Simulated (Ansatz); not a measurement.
**Si63S defect cell: levels of theory**

Aim: for Si63S defect cell, compare levels of theory; the runs are relaxing the atoms and single point.

Computed with Ansatz 0.2.0 (DFT PBE, scalar-relativistic, plane waves, PAW, and further levels as typed in the inputs, unless a step's input says otherwise).

## (1) The structure to begin with

It takes space group P-43m (No. 215, cubic). The conventional cell has a = 10.862 Å, b = 10.862 Å, c = 10.862 Å, α = 90.00°, β = 90.00°, γ = 90.00°. Around S (site symmetry -43m) lie 4 Si at 2.35 Å. Si (site symmetry m) is surrounded by 4 Si at 2.35 Å. Around Si (site symmetry 3m) lie 1 S at 2.35 Å and 3 Si at 2.35 Å. Si (site symmetry -42m) is surrounded by 4 Si at 2.35 Å. Si (site symmetry 3m) has 4 Si at 2.35 Å as nearest neighbours. Only part of the 10 independent sites is listed.

The input asks for a charge of +2 e on the cell.

Coordinates:

```xyz
64
Lattice="10.8620 0.0000 0.0000 0.0000 10.8620 0.0000 0.0000 0.0000 10.8620" Properties=species:S:1:pos:R:3 pbc="T T T"
S     0.0000    0.0000    0.0000
Si    0.0000    2.7155    2.7155
Si    2.7155    0.0000    2.7155
Si    2.7155    2.7155    0.0000
Si    1.3578    1.3578    1.3578
Si    1.3578    4.0732    4.0732
Si    4.0732    1.3578    4.0732
Si    4.0732    4.0732    1.3578
Si    0.0000    0.0000    5.4310
Si    0.0000    2.7155    8.1465
Si    2.7155    0.0000    8.1465
Si    2.7155    2.7155    5.4310
Si    1.3578    1.3578    6.7888
Si    1.3578    4.0732    9.5043
Si    4.0732    1.3578    9.5043
Si    4.0732    4.0732    6.7888
Si    0.0000    5.4310    0.0000
Si    0.0000    8.1465    2.7155
Si    2.7155    5.4310    2.7155
Si    2.7155    8.1465    0.0000
Si    1.3578    6.7888    1.3578
Si    1.3578    9.5043    4.0732
Si    4.0732    6.7888    4.0732
Si    4.0732    9.5043    1.3578
Si    0.0000    5.4310    5.4310
Si    0.0000    8.1465    8.1465
Si    2.7155    5.4310    8.1465
Si    2.7155    8.1465    5.4310
Si    1.3578    6.7888    6.7888
Si    1.3578    9.5043    9.5043
Si    4.0732    6.7888    9.5043
Si    4.0732    9.5043    6.7888
Si    5.4310    0.0000    0.0000
Si    5.4310    2.7155    2.7155
Si    8.1465    0.0000    2.7155
Si    8.1465    2.7155    0.0000
Si    6.7888    1.3578    1.3578
Si    6.7888    4.0732    4.0732
Si    9.5043    1.3578    4.0732
Si    9.5043    4.0732    1.3578
Si    5.4310    0.0000    5.4310
Si    5.4310    2.7155    8.1465
Si    8.1465    0.0000    8.1465
Si    8.1465    2.7155    5.4310
Si    6.7888    1.3578    6.7888
Si    6.7888    4.0732    9.5043
Si    9.5043    1.3578    9.5043
Si    9.5043    4.0732    6.7888
Si    5.4310    5.4310    0.0000
Si    5.4310    8.1465    2.7155
Si    8.1465    5.4310    2.7155
Si    8.1465    8.1465    0.0000
Si    6.7888    6.7888    1.3578
Si    6.7888    9.5043    4.0732
Si    9.5043    6.7888    4.0732
Si    9.5043    9.5043    1.3578
Si    5.4310    5.4310    5.4310
Si    5.4310    8.1465    8.1465
Si    8.1465    5.4310    8.1465
Si    8.1465    8.1465    5.4310
Si    6.7888    6.7888    6.7888
Si    6.7888    9.5043    9.5043
Si    9.5043    6.7888    9.5043
Si    9.5043    9.5043    6.7888
```

## (2) Relaxing the atoms: Si63S defect cell, no spin, charge +2

Contents of input.yaml:

```yaml
crystal:
  lattice:
    - [10.862, 0.0, 0.0]
    - [0.0, 10.862, 0.0]
    - [0.0, 0.0, 10.862]
  atoms:
    - { symbol: S, position: [0.0, 0.0, 0.0] }
    - { symbol: Si, position: [0.0, 0.25, 0.25] }
    - { symbol: Si, position: [0.25, 0.0, 0.25] }
    - { symbol: Si, position: [0.25, 0.25, 0.0] }
    - { symbol: Si, position: [0.125, 0.125, 0.125] }
    - { symbol: Si, position: [0.125, 0.375, 0.375] }
    - { symbol: Si, position: [0.375, 0.125, 0.375] }
    - { symbol: Si, position: [0.375, 0.375, 0.125] }
    - { symbol: Si, position: [0.0, 0.0, 0.5] }
    - { symbol: Si, position: [0.0, 0.25, 0.75] }
    - { symbol: Si, position: [0.25, 0.0, 0.75] }
    - { symbol: Si, position: [0.25, 0.25, 0.5] }
    - { symbol: Si, position: [0.125, 0.125, 0.625] }
    - { symbol: Si, position: [0.125, 0.375, 0.875] }
    - { symbol: Si, position: [0.375, 0.125, 0.875] }
    - { symbol: Si, position: [0.375, 0.375, 0.625] }
    - { symbol: Si, position: [0.0, 0.5, 0.0] }
    - { symbol: Si, position: [0.0, 0.75, 0.25] }
    - { symbol: Si, position: [0.25, 0.5, 0.25] }
    - { symbol: Si, position: [0.25, 0.75, 0.0] }
    - { symbol: Si, position: [0.125, 0.625, 0.125] }
    - { symbol: Si, position: [0.125, 0.875, 0.375] }
    - { symbol: Si, position: [0.375, 0.625, 0.375] }
    - { symbol: Si, position: [0.375, 0.875, 0.125] }
    - { symbol: Si, position: [0.0, 0.5, 0.5] }
    - { symbol: Si, position: [0.0, 0.75, 0.75] }
    - { symbol: Si, position: [0.25, 0.5, 0.75] }
    - { symbol: Si, position: [0.25, 0.75, 0.5] }
    - { symbol: Si, position: [0.125, 0.625, 0.625] }
    - { symbol: Si, position: [0.125, 0.875, 0.875] }
    - { symbol: Si, position: [0.375, 0.625, 0.875] }
    - { symbol: Si, position: [0.375, 0.875, 0.625] }
    - { symbol: Si, position: [0.5, 0.0, 0.0] }
    - { symbol: Si, position: [0.5, 0.25, 0.25] }
    - { symbol: Si, position: [0.75, 0.0, 0.25] }
    - { symbol: Si, position: [0.75, 0.25, 0.0] }
    - { symbol: Si, position: [0.625, 0.125, 0.125] }
    - { symbol: Si, position: [0.625, 0.375, 0.375] }
    - { symbol: Si, position: [0.875, 0.125, 0.375] }
    - { symbol: Si, position: [0.875, 0.375, 0.125] }
    - { symbol: Si, position: [0.5, 0.0, 0.5] }
    - { symbol: Si, position: [0.5, 0.25, 0.75] }
    - { symbol: Si, position: [0.75, 0.0, 0.75] }
    - { symbol: Si, position: [0.75, 0.25, 0.5] }
    - { symbol: Si, position: [0.625, 0.125, 0.625] }
    - { symbol: Si, position: [0.625, 0.375, 0.875] }
    - { symbol: Si, position: [0.875, 0.125, 0.875] }
    - { symbol: Si, position: [0.875, 0.375, 0.625] }
    - { symbol: Si, position: [0.5, 0.5, 0.0] }
    - { symbol: Si, position: [0.5, 0.75, 0.25] }
    - { symbol: Si, position: [0.75, 0.5, 0.25] }
    - { symbol: Si, position: [0.75, 0.75, 0.0] }
    - { symbol: Si, position: [0.625, 0.625, 0.125] }
    - { symbol: Si, position: [0.625, 0.875, 0.375] }
    - { symbol: Si, position: [0.875, 0.625, 0.375] }
    - { symbol: Si, position: [0.875, 0.875, 0.125] }
    - { symbol: Si, position: [0.5, 0.5, 0.5] }
    - { symbol: Si, position: [0.5, 0.75, 0.75] }
    - { symbol: Si, position: [0.75, 0.5, 0.75] }
    - { symbol: Si, position: [0.75, 0.75, 0.5] }
    - { symbol: Si, position: [0.625, 0.625, 0.625] }
    - { symbol: Si, position: [0.625, 0.875, 0.875] }
    - { symbol: Si, position: [0.875, 0.625, 0.875] }
    - { symbol: Si, position: [0.875, 0.875, 0.625] }
total_charge: 2
scf:
  occupations: { method: fixed }
output:
  forces: true
  stress: false
  eigenvalues: true
  efg: {}
  charged_corrections: { epsilon: 11.7 }
kpoints:
  mp_grid: { grid: [2, 2, 2], shift: [0.5, 0.5, 0.5] }
hamiltonian:
  xc: pbe
relax:
  f_tol: 0.01
  max_steps: 60
```

Command:

```sh
> ansatz run input.yaml --threads 8 --pin off --max-ram 24576MiB --backend cpu --events-out ev --progress --plain --runs-dir out
```

Output, shortened:

```text
Warning: RAYON_NUM_THREADS=8 ignored (pool sized by the plan → 8); use --threads N
[...]
Pseudopotentials: kind: paw
Pseudopotential: S, paw, valence charge 6, recommended cutoff 420 eV (normal), S.paw.azcp
Pseudopotential: Si, paw, valence charge 4, recommended cutoff 420 eV (normal), Si.paw.azcp
Functional definition: PBE
[...]
Crystal: 64 atoms, lattice volume = 1281.532 Å³
Basis set: ecut = 420 eV, 25173 PW (Γ), exchange–correlation on 150×150×150 points (8 copies of the dense FFT grid, shifted against one another)
Bands: 192, of which v1, the nominal top of the filled ones, is band 128 counted from 1 (127 counted from 0)
Symmetry: 24 space group operations
Space group: P-43m (ITA 215), of the structure as read, at distance tolerance 1.1e-4 Å
k-points: 1 of 8 (time reversal used)
[...]
SCF iter   1: F=—  HF=-40969.918523 eV  |F-HF|=—  |Δ(HF+E_count)|=         —  Δρ=2.21e-3  dr2=2.67e-1  ethr=1.77e-3  ⟨swp⟩=5.0  Hψ=710  notcnv=0  defer=61
[...]
relax step   1: F+E_penalty+E_count = -40969.86657390 eV  Δ(F+E_penalty+E_count) = +0.000e0 eV  max|allowed force component| = 4.321e-1 eV/Å  Δτ_max = 0.0000 Å  (6 SCF iters, dr2 threshold 2.50e-6 eV, accepted)
[...]
relax step   3: F+E_penalty+E_count = -40970.06858180 eV  Δ(F+E_penalty+E_count) = -9.895e-3 eV  max|allowed force component| = 2.857e-2 eV/Å  Δτ_max = 0.0161 Å  (5 SCF iters, dr2 threshold 6.91e-7 eV, accepted)
[...]
    - { symbol: Si, position: [0.6253822160141518, 0.12598057043937622, 0.6253822160141518] }
    - { symbol: Si, position: [0.6253822160141518, 0.37461778398584833, 0.8740194295606241] }
    - { symbol: Si, position: [0.8712873040743766, 0.1287126959256234, 0.8712873040743766] }
    - { symbol: Si, position: [0.8740194295606241, 0.37461778398584833, 0.6253822160141518] }
    - { symbol: Si, position: [0.5, 0.5, -7.018317552281988e-21] }
    - { symbol: Si, position: [0.5000854654735835, 0.7495418877411814, 0.25045811225881853] }
    - { symbol: Si, position: [0.7495418877411814, 0.5000854654735835, 0.25045811225881853] }
    - { symbol: Si, position: [0.7496119544727227, 0.7496119544727227, -0.0031452262668504507] }
    - { symbol: Si, position: [0.6253822160141518, 0.6253822160141518, 0.12598057043937622] }
    - { symbol: Si, position: [0.6253822160141518, 0.8740194295606241, 0.37461778398584833] }
    - { symbol: Si, position: [0.8740194295606241, 0.6253822160141518, 0.37461778398584833] }
    - { symbol: Si, position: [0.8712873040743766, 0.8712873040743766, 0.1287126959256234] }
    - { symbol: Si, position: [0.5, 0.5, 0.5] }
    - { symbol: Si, position: [0.49991453452641665, 0.7495418877411814, 0.7495418877411814] }
    - { symbol: Si, position: [0.7495418877411814, 0.49991453452641665, 0.7495418877411814] }
    - { symbol: Si, position: [0.7495418877411814, 0.7495418877411814, 0.49991453452641665] }
    - { symbol: Si, position: [0.6247238237407587, 0.6247238237407587, 0.6247238237407587] }
    - { symbol: Si, position: [0.6233961306957441, 0.8748670673661189, 0.8748670673661189] }
    - { symbol: Si, position: [0.8748670673661189, 0.6233961306957441, 0.8748670673661189] }
    - { symbol: Si, position: [0.8748670673661189, 0.8748670673661189, 0.6233961306957441] }
```

Wall time 46 s (8 threads of Intel Xeon at 2.50GHz (Skylake/Cascade Lake), shared host); peak memory 1.7 GiB.

Relaxation path:

| step | energy from step 1 (eV/cell) | largest force component (eV/Å) |
| --- | --- | --- |
| 1 | 0.0000 | 0.4321 |
| 2 | -0.1921 | 0.1052 |
| 3 | -0.2020 | 0.0286 |
| 4 | -0.2028 | 0.0026 |

Step 1 is the start.

## (3) Single point: LDA

It takes the final geometry of step 2.

Contents of input.yaml:

```yaml
crystal:
  lattice:
    - [10.862, 0.0, 0.0]
    - [0.0, 10.862, 0.0]
    - [0.0, 0.0, 10.862]
  atoms:
    - { symbol: S, position: [0.0, 0.0, 0.0] }
    - { symbol: Si, position: [-0.0031452263, 0.2503880455, 0.2503880455] }
    - { symbol: Si, position: [0.2503880455, -0.0031452263, 0.2503880455] }
    - { symbol: Si, position: [0.2503880455, 0.2503880455, -0.0031452263] }
    - { symbol: Si, position: [0.1287126959, 0.1287126959, 0.1287126959] }
    - { symbol: Si, position: [0.1259805704, 0.374617784, 0.374617784] }
    - { symbol: Si, position: [0.374617784, 0.1259805704, 0.374617784] }
    - { symbol: Si, position: [0.374617784, 0.374617784, 0.1259805704] }
    - { symbol: Si, position: [0.0, 0.0, 0.5] }
    - { symbol: Si, position: [0.0031452263, 0.2503880455, 0.7496119545] }
    - { symbol: Si, position: [0.2503880455, 0.0031452263, 0.7496119545] }
    - { symbol: Si, position: [0.2504581123, 0.2504581123, 0.4999145345] }
    - { symbol: Si, position: [0.1251329326, 0.1251329326, 0.6233961307] }
    - { symbol: Si, position: [0.1251329326, 0.3766038693, 0.8748670674] }
    - { symbol: Si, position: [0.3766038693, 0.1251329326, 0.8748670674] }
    - { symbol: Si, position: [0.3752761763, 0.3752761763, 0.6247238237] }
    - { symbol: Si, position: [0.0, 0.5, 0.0] }
    - { symbol: Si, position: [0.0031452263, 0.7496119545, 0.2503880455] }
    - { symbol: Si, position: [0.2504581123, 0.4999145345, 0.2504581123] }
    - { symbol: Si, position: [0.2503880455, 0.7496119545, 0.0031452263] }
    - { symbol: Si, position: [0.1251329326, 0.6233961307, 0.1251329326] }
    - { symbol: Si, position: [0.1251329326, 0.8748670674, 0.3766038693] }
    - { symbol: Si, position: [0.3752761763, 0.6247238237, 0.3752761763] }
    - { symbol: Si, position: [0.3766038693, 0.8748670674, 0.1251329326] }
    - { symbol: Si, position: [0.0, 0.5, 0.5] }
    - { symbol: Si, position: [-0.0031452263, 0.7496119545, 0.7496119545] }
    - { symbol: Si, position: [0.2504581123, 0.5000854655, 0.7495418877] }
    - { symbol: Si, position: [0.2504581123, 0.7495418877, 0.5000854655] }
    - { symbol: Si, position: [0.1259805704, 0.625382216, 0.625382216] }
    - { symbol: Si, position: [0.1287126959, 0.8712873041, 0.8712873041] }
    - { symbol: Si, position: [0.374617784, 0.625382216, 0.8740194296] }
    - { symbol: Si, position: [0.374617784, 0.8740194296, 0.625382216] }
    - { symbol: Si, position: [0.5, 0.0, 0.0] }
    - { symbol: Si, position: [0.4999145345, 0.2504581123, 0.2504581123] }
    - { symbol: Si, position: [0.7496119545, 0.0031452263, 0.2503880455] }
    - { symbol: Si, position: [0.7496119545, 0.2503880455, 0.0031452263] }
    - { symbol: Si, position: [0.6233961307, 0.1251329326, 0.1251329326] }
    - { symbol: Si, position: [0.6247238237, 0.3752761763, 0.3752761763] }
    - { symbol: Si, position: [0.8748670674, 0.1251329326, 0.3766038693] }
    - { symbol: Si, position: [0.8748670674, 0.3766038693, 0.1251329326] }
    - { symbol: Si, position: [0.5, 0.0, 0.5] }
    - { symbol: Si, position: [0.5000854655, 0.2504581123, 0.7495418877] }
    - { symbol: Si, position: [0.7496119545, -0.0031452263, 0.7496119545] }
    - { symbol: Si, position: [0.7495418877, 0.2504581123, 0.5000854655] }
    - { symbol: Si, position: [0.625382216, 0.1259805704, 0.625382216] }
    - { symbol: Si, position: [0.625382216, 0.374617784, 0.8740194296] }
    - { symbol: Si, position: [0.8712873041, 0.1287126959, 0.8712873041] }
    - { symbol: Si, position: [0.8740194296, 0.374617784, 0.625382216] }
    - { symbol: Si, position: [0.5, 0.5, 0.0] }
    - { symbol: Si, position: [0.5000854655, 0.7495418877, 0.2504581123] }
    - { symbol: Si, position: [0.7495418877, 0.5000854655, 0.2504581123] }
    - { symbol: Si, position: [0.7496119545, 0.7496119545, -0.0031452263] }
    - { symbol: Si, position: [0.625382216, 0.625382216, 0.1259805704] }
    - { symbol: Si, position: [0.625382216, 0.8740194296, 0.374617784] }
    - { symbol: Si, position: [0.8740194296, 0.625382216, 0.374617784] }
    - { symbol: Si, position: [0.8712873041, 0.8712873041, 0.1287126959] }
    - { symbol: Si, position: [0.5, 0.5, 0.5] }
    - { symbol: Si, position: [0.4999145345, 0.7495418877, 0.7495418877] }
    - { symbol: Si, position: [0.7495418877, 0.4999145345, 0.7495418877] }
    - { symbol: Si, position: [0.7495418877, 0.7495418877, 0.4999145345] }
    - { symbol: Si, position: [0.6247238237, 0.6247238237, 0.6247238237] }
    - { symbol: Si, position: [0.6233961307, 0.8748670674, 0.8748670674] }
    - { symbol: Si, position: [0.8748670674, 0.6233961307, 0.8748670674] }
    - { symbol: Si, position: [0.8748670674, 0.8748670674, 0.6233961307] }
total_charge: 2
scf:
  occupations: { method: fixed }
output:
  forces: true
  stress: false
  eigenvalues: true
  efg: {}
  charged_corrections: { epsilon: 11.7 }
kpoints:
  mp_grid: { grid: [2, 2, 2], shift: [0.5, 0.5, 0.5] }
hamiltonian:
  xc: lda
```

Command:

```sh
> ansatz run input.yaml --threads 8 --pin off --max-ram 24576MiB --backend cpu --events-out ev --progress --plain --runs-dir out
```

Output, shortened:

```text
Warning: RAYON_NUM_THREADS=8 ignored (pool sized by the plan → 8); use --threads N
[...]
[... 3 set-up lines as earlier in the session ...]
Functional definition: SPW92
[...]
Crystal: 64 atoms, lattice volume = 1281.532 Å³
Basis set: ecut = 420 eV, 25173 PW (Γ)
Bands: 192, of which v1, the nominal top of the filled ones, is band 128 counted from 1 (127 counted from 0)
[... 2 set-up lines as earlier in the session ...]
k-points: 1 of 8 (time reversal used)
[...]
SCF iter   1: F=—  HF=-39226.186244 eV  |F-HF|=—  |Δ(HF+E_count)|=         —  Δρ=4.38e-3  dr2=2.83e-1  ethr=1.77e-3  ⟨swp⟩=5.0  Hψ=708  notcnv=0  defer=60
[...]
            electrostatic potential = -1358.711669 V   contact ρ = none
[...]
            electrostatic potential = -1357.653892 V   contact ρ = none
[...]
            electrostatic potential = -1358.876783 V   contact ρ = none
[...]
            electrostatic potential = -1358.826865 V   contact ρ = none
[...]
            electrostatic potential = -1358.826865 V   contact ρ = none
[...]
            electrostatic potential = -1358.826865 V   contact ρ = none
[...]
            electrostatic potential = -1358.832011 V   contact ρ = none
[...]
            electrostatic potential = -1358.777230 V   contact ρ = none
[...]
            electrostatic potential = -1358.777230 V   contact ρ = none
[...]
            electrostatic potential = -1358.777230 V   contact ρ = none
--- Charged-cell corrections in eV (Makov–Payne, q = +2.000 e, ε = 11.700) ---
  F (periodic)     = -39226.108807  (uncorrected; the corrections below are reported, never added to it)
[...]
  F Makov-Payne    = -39225.465837  (F + E_corr1; no measured alignment; for a localised charge, not one spread in a band: unchecked)
--- Band table (eV) ---
[...]
```

Wall time 14 s (8 threads of Intel Xeon at 2.50GHz (Skylake/Cascade Lake), shared host); peak memory 1.5 GiB.

## (4) Single point: r2SCAN

It takes the final geometry of step 2.

input.yaml, as its differences from that of step 3:

```diff
@@ -82,2 +82,2 @@
 hamiltonian:
-  xc: lda
+  xc: r2scan
```

Command:

```sh
> ansatz run input.yaml --threads 8 --pin off --max-ram 24576MiB --backend cpu --events-out ev --progress --plain --runs-dir out
```

Output, shortened:

```text
Warning: RAYON_NUM_THREADS=8 ignored (pool sized by the plan → 8); use --threads N
[...]
[... 1 set-up line as earlier in the session ...]
Pseudopotential: S, paw, valence charge 6, recommended cutoff 500 eV (meta_gga), S.paw.azcp
Pseudopotential: Si, paw, valence charge 4, recommended cutoff 500 eV (meta_gga), Si.paw.azcp
Functional definition: r2SCAN
[...]
Crystal: 64 atoms, lattice volume = 1281.532 Å³
Basis set: ecut = 500 eV, 32531 PW (Γ), exchange–correlation on 320×320×320 points (64 copies of the dense FFT grid, shifted against one another)
Bands: 192, of which v1, the nominal top of the filled ones, is band 128 counted from 1 (127 counted from 0)
[... 2 set-up lines as earlier in the session ...]
k-points: 1 of 8 (time reversal used)
[...]
            electrostatic potential = -1357.980497 V   contact ρ = none
[...]
            electrostatic potential = -1356.809364 V   contact ρ = none
[...]
            electrostatic potential = -1358.154578 V   contact ρ = none
[...]
            electrostatic potential = -1358.099365 V   contact ρ = none
[...]
            electrostatic potential = -1358.099365 V   contact ρ = none
[...]
            electrostatic potential = -1358.099365 V   contact ρ = none
[...]
            electrostatic potential = -1358.107122 V   contact ρ = none
[...]
            electrostatic potential = -1358.041843 V   contact ρ = none
[...]
            electrostatic potential = -1358.041843 V   contact ρ = none
[...]
            electrostatic potential = -1358.041843 V   contact ρ = none
--- Charged-cell corrections in eV (Makov–Payne, q = +2.000 e, ε = 11.700) ---
  F (periodic)     = -41179.124860  (uncorrected; the corrections below are reported, never added to it)
[...]
  F Makov-Payne    = -41178.481890  (F + E_corr1; no measured alignment; for a localised charge, not one spread in a band: unchecked)
--- Band table (eV) ---
[...]
```

Run time: 27 s. Hardware: 8 threads of Intel Xeon at 2.50GHz (Skylake/Cascade Lake), shared host; peak memory 3.4 GiB.

## (5) The runs side by side

```
step   level  energy (eV)  gap on the mesh (eV)  time
   2     PBE   -40970.069                  0.75  46 s
   3     LDA   -39226.109                  0.67  14 s
   4  r2SCAN   -41179.125                  0.95  27 s
```

Totals of different systems or levels have different zeros; only balanced differences at one level mean anything.

The gap on the mesh runs from 0.67 eV with LDA to 0.95 eV with r2SCAN.

These are semilocal Kohn-Sham gaps, which aren't the measured quantity. Such gaps usually fall short of the measured ones.
